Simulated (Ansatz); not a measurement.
Au: course of a relaxation

These are results of DFT PBE, scalar-relativistic, plane waves, PAW (Ansatz 0.2.0), not measurements. Run with 420 eV cutoff, 18×10×12 k-mesh, Gaussian smearing of 0.10 eV, no spin polarisation.

What was changed: biaxial strain in the a-b plane, c and atoms relaxed: +1.0 %.

Spin–orbit coupling is left out, which can shift energies with elements as heavy as these.

Command:

```bash
ansatz run input.yaml --threads 1 --pin off --max-ram 2560MiB --backend cpu --events-out ev --progress --plain --runs-dir out
```

Input:

```yaml
crystal:
  lattice:
    - [2.8940755565, 0.0, 0.0]
    - [0.0, 5.1921696971, 0.0]
    - [0.0, 0.0, 4.8627800961]
  atoms:
    - { symbol: Au, position: [0.0, 0.3360485559, 0.75] }
    - { symbol: Au, position: [0.5, 0.1639514441, 0.25] }
    - { symbol: Au, position: [0.5, 0.8360485559, 0.75] }
    - { symbol: Au, position: [0.0, 0.6639514441, 0.25] }
basis:
  ecutwfc: 420
kpoints:
  mp_grid: { grid: [18, 10, 12] }
hamiltonian:
  xc: pbe
scf:
  occupations: { method: gaussian, width: 0.1 }
output:
  forces: true
  stress: true
  eigenvalues: true
relax:
  adjacent_minimum: "off"
  f_tol: 0.008
  max_steps: 40
  cell: { stress_tol: 0.015, fix: [a, b, gamma] }
```

F is the free energy. Steps run on the plane waves of an earlier cell, but the last one, and at times one on the way, on a freshly chosen basis, so a repeated geometry can differ a little in energy. The held parts of the cell keep their stress, so P needn't end at zero.

Steps:

```
step F − F(1) (eV) largest force component (eV/Å) V (Å³/atom) P (GPa)
   1         0.0000                           0.009       18.268    -1.91
   2        -0.0012                           0.006       18.079    -0.53
   3        -0.0018                           0.005       18.156    -1.11
   4        -0.0017                           0.005       18.156    -1.11
```

Relaxed structure:

```cif
data_structure
_symmetry_space_group_name_H-M 'P 1'
_symmetry_Int_Tables_number 1
_cell_length_a 2.8941
_cell_length_b 5.1922
_cell_length_c 4.8330
_cell_angle_alpha 90.000
_cell_angle_beta 90.000
_cell_angle_gamma 90.000
_cell_volume 72.62
loop_
_atom_site_label
_atom_site_type_symbol
_atom_site_fract_x
_atom_site_fract_y
_atom_site_fract_z
_atom_site_occupancy
Au1 Au 0.00000 0.33712 0.75000 1
Au2 Au 0.50000 0.16288 0.25000 1
Au3 Au 0.50000 0.83712 0.75000 1
Au4 Au 0.00000 0.66288 0.25000 1
```

Symmetry: Cmcm, No. 63, orthorhombic system. Conventional cell: a = 2.894 Å, b = 5.192 Å, c = 4.833 Å, α = 90.00°, β = 90.00°, γ = 90.00°. Around Au (site symmetry m2m) lie 12 Au at 2.89 to 2.97 Å.

The run converged. The run took 110 s on 1 thread of Intel(R) Xeon(R) 6975P-C (Granite Rapids) (shared host), peak memory 1.1 GiB.